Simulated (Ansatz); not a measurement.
Crystal: GaAs.

```
Ga As
1.0
     3.60640    0.00000    0.00000
    -1.80320    3.12324    0.00000
     0.00000    0.00000    3.57319
Ga As
1 1
Direct
  0.33333 0.66667 0.50000
  0.00000 0.00000 0.00000
```

The cell was built by a generator and needn't be a form met in nature.

* Program: Ansatz 0.2.0
* Task: relaxation of cell and atoms
* Functional: PBE0
* Potentials or basis: Ansatz PAW
* Cutoff: 420 eV (not typed: the program's choice for these potentials)
* k mesh: 5 × 5 × 4
* Occupations: fermi-dirac, width 0.05 eV
* Spin: no spin polarisation

At the start: volume 20.12 Å³/atom.

How do energy, volume and symmetry change on relaxing?

It ends after 6 steps and the volume is 19.81 Å³/atom (-1.5 %); space group P-6m2 (No. 187, to 0.05 Å).

The path:
```tsv
step	energy change (eV)	largest force (eV/Å)	volume (Å³)
1	0.0000	0.0000	40.25
2	-0.1168	0.0000	39.21
3	-0.1972	0.0000	39.19
4	-0.1985	0.0000	39.53
5	-0.1988	0.0000	39.62
6	-0.1984	0.0000	39.62
```

Final structure:
```yaml
crystal:
  lattice:
    - [3.75437, 0.00000, 0.00000]
    - [-1.87719, 3.25138, 0.00000]
    - [0.00000, 0.00000, 3.24602]
  atoms:
    - { symbol: Ga, position: [0.33333, 0.66667, 0.50000] }
    - { symbol: As, position: [0.00000, 0.00000, 0.00000] }
```

Caveat: the k mesh is coarse (spacing up to 0.44 Å⁻¹), so the values aren't converged, least of all with exact exchange; the plane-wave basis is chosen anew once the cell has moved, so the energies of steps on either side of that aren't comparable; the PAW data sets come from PBE, with cores solved anew for the run's functional, which leaves a small shift of forces and pressure.
